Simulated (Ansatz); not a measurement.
Crystal: CdS (Hawleyite).

```
Cd S
1.0
     0.00000    2.91650    2.91650
     2.91650    0.00000    2.91650
     2.91650    2.91650    0.00000
Cd S
1 1
Direct
  0.00000 0.00000 0.00000
  0.75000 0.75000 0.75000
```

Program: Ansatz 0.2.0. Alike in all runs: cell as given.

**Question.** Order these runs on this cell by their band gap on the k mesh, lowest first.
A. level PBEsol; potentials or basis all-electron LAPW, relativistic spinors; spin SOC, no magnetisation; k mesh 6 × 6 × 6; cutoff (eV) 247; smearing fermi-dirac 0.05 eV; basis error allowed 0.001 eV/atom
B. level PBE; potentials or basis all-electron LAPW, scalar-relativistic; spin off; k mesh 5 × 5 × 5; cutoff (eV) 208; smearing fermi-dirac 0.06 eV; basis error allowed 0.004 eV/atom
C. level PBEsol; potentials or basis all-electron LAPW, non-relativistic; spin off; k mesh 8 × 8 × 8; cutoff (eV) 247; smearing fermi-dirac 0.05 eV; basis error allowed 0.001 eV/atom

**Answer.** A (0.99 eV), B (1.14 eV), C (1.48 eV).

Caveats: an odd mesh through Γ misses points on the zone boundary, where band edges often lie (some runs); relativity is left out, which matters for the heavier elements (some runs).

Not every run made on this cell is shown here.
